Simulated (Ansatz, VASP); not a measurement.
Two plane-wave programs on Fe

```
Fe
1.0
    -1.51955    1.41578    1.48189
     1.51955   -1.41578    1.48189
     1.51955    1.41578   -1.48189
Fe
1
Direct
  0.00000 0.00000 0.00000
```

Change from the starting cell: normal strain along x +0.0733, normal strain along z +0.0467.

Alike in both runs: task single point; functional PBE; k mesh 10 × 10 × 10; occupations gaussian, width 0.15 eV; collinear spin.

|  | VASP | Ansatz |
| --- | --- | --- |
| version | VASP 6.6.1 | Ansatz 0.2.0 |
| potentials or method | VASP PAW PBE potentials, release 64 (Fe) | scalar-relativistic, plane waves, PAW |
| plane-wave cutoff (eV) | 520 | 520 |
| valence electrons in the cell | 8 | 16 |

```tsv
	VASP	Ansatz	Ansatz less VASP
gap on the k mesh at the Fermi level (eV)	none	none	-
pressure (GPa)	-14.0	-14.5	-0.54
largest component of the traceless stress (GPa)	1.75	2.01	+0.259
net moment per atom (μB)	2.48	2.44	-0.034
size of the moment on the site where the two differ most (μB)	2.50	2.51	+0.016
```

Site moments also hang on the region over which each program counts them. A gap of «none» marks a metal or a gap that the smearing closes. The two sets of potentials don't hold the same shells in valence.
